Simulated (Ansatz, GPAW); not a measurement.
This is a calculation of FeO (Wuestite) for GPAW 26.7.0 (ASE script). 

Contents of run.py:

```python
from ase import Atoms
from ase.dft.bandgap import bandgap
from ase.io import write
from ase.units import GPa
from gpaw import GPAW, PW

atoms = Atoms(['Fe', 'O'],
              cell=[[0.0, 2.1554, 2.1554],
                    [2.1554, 0.0, 2.1554],
                    [2.1554, 2.1554, 0.0]],
              scaled_positions=[[0.0, 0.0, 0.0],
                                [0.5, 0.5, 0.5]],
              pbc=True)
atoms.set_initial_magnetic_moments([3.0, 0.0])

calc = GPAW(mode=PW(800),
            xc='PBE',
            kpts={'size': (11, 11, 11), 'gamma': True},
            occupations={'name': 'methfessel-paxton', 'order': 0, 'width': 0.03},
            nbands=17,
            convergence={'density': 1e-05, 'energy': 1e-05},
            maxiter=150,
            txt='gpaw.txt')
atoms.calc = calc
energy = atoms.get_potential_energy()
forces = atoms.get_forces()
stress = atoms.get_stress()
calc.write('gs.gpw')
write('result.traj', atoms)
print(f'Energy: {energy:.6f} eV')
print('Forces (eV/A):')
print(forces.round(4))
print('Stress (GPa):', (stress / GPa).round(3))
print('Moments:', calc.get_magnetic_moments().round(3))
print('Fermi level:', round(calc.get_fermi_level(), 4), 'eV')
print(f'Gap: {bandgap(calc)[0]:.4f} eV, direct: {bandgap(calc, direct=True)[0]:.4f} eV')
```

Potentials or basis: GPAW PAW data sets (gpaw-data 1.2.1), pw.

Command:

```bash
$ OMP_NUM_THREADS=1 python run.py
```

What does the same run look like in Ansatz 0.2.0? Potentials or basis there: all-electron LAPW, scalar-relativistic.

As run (cutoffs and basis follow the program's own potentials, and thresholds, step limits or extra output files can differ):

The input input.yaml:

```yaml
crystal:
  lattice:
    - [0.0, 2.1554, 2.1554]
    - [2.1554, 0.0, 2.1554]
    - [2.1554, 2.1554, 0.0]
  atoms:
    - { symbol: Fe, position: [0.0, 0.0, 0.0], spin: 3.0 }
    - { symbol: O, position: [0.5, 0.5, 0.5] }
kpoints:
  mp_grid: { grid: [11, 11, 11] }
scf:
  occupations: { method: gaussian, width: 0.03 }
hamiltonian:
  xc: pbe
  pseudopotentials: { kind: all_electron, lapw: { basis_error: 0.001 } }
magnetization:
  spin_polarized: true
output:
  forces: true
  stress: true
  eigenvalues: true
```

Potentials or basis: all-electron LAPW, scalar-relativistic.

The run is started by

```bash
$ ansatz run input.yaml --threads 2 --pin off --max-ram 6144MiB --backend cpu --events-out ev --progress --plain --runs-dir out
```

Both were run:

|  | GPAW | Ansatz |
| --- | --- | --- |
| Pressure | 0.8 GPa | -0.4 GPa |
| Net moment | 4.00 μB per cell | 4.00 μB per cell |

Where Ansatz's input types no cutoff or centring, it takes its own default and a Γ-centred mesh.

The magnetic state is the one that the start led to; the real crystal's order can differ.

Pressure is positive in compression.
